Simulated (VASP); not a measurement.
Here is a VASP 6.6.1 calculation.

The input INCAR:

```
  PREC = Accurate
  ENCUT = 520
  EDIFF = 1E-7
  ISMEAR = -1
  SIGMA = 0.05
  LREAL = F
  LASPH = T
  NELM = 60
  ALGO = Fast
  ISIF = 2
  LWAVE = F
  LCHARG = F
  LNONCOLLINEAR = T
  MAGMOM = 0 0 0 0 0 0 0 0 0 0 0 0 0 0 0 0 0 0 0 0 0 0 0 0 0 0 0
  LORBIT = 11
  LSORBIT = T
  GGA_COMPAT = F
  LMAXMIX = 4
  GGA = CA
  NBANDS = 97
```

File KPOINTS:

```
Automatic mesh
0
Gamma
  6 6 1
```

The input POSCAR:

```
WSe2
1.0
    3.2820000000      0.0000000000      0.0000000000
   -1.6410000000      2.8422950000      0.0000000000
    0.0000000000      0.0000000000     34.3100000000
Se W
6 3
Direct
    0.6666670000      0.3333330000      0.2639870000
    0.6666670000      0.3333330000      0.3623650000
    0.3333330000      0.6666670000      0.4508540000
    0.3333330000      0.6666670000      0.5491460000
    0.6666670000      0.3333330000      0.6376350000
    0.6666670000      0.3333330000      0.7360130000
    0.3333330000      0.6666670000      0.3131850000
    0.6666670000      0.3333330000      0.5000000000
    0.3333330000      0.6666670000      0.6868150000
```

Potentials or basis: VASP PAW LDA potentials, release 64 (Se, W_sv).

Run with:

```sh
$ cat potpaw_LDA.64/Se/POTCAR potpaw_LDA.64/W_sv/POTCAR > POTCAR
$ mpirun -np 1 vasp_ncl > vasp.out
```

(1) What does it give for the net moment?

(2) What does it give for the largest force?

Answers

(1) 0.00 μB per cell.

(2) 0.505 eV/Å.

Caveat: the k mesh is coarse (spacing up to 0.37 Å⁻¹), so the values aren't converged.
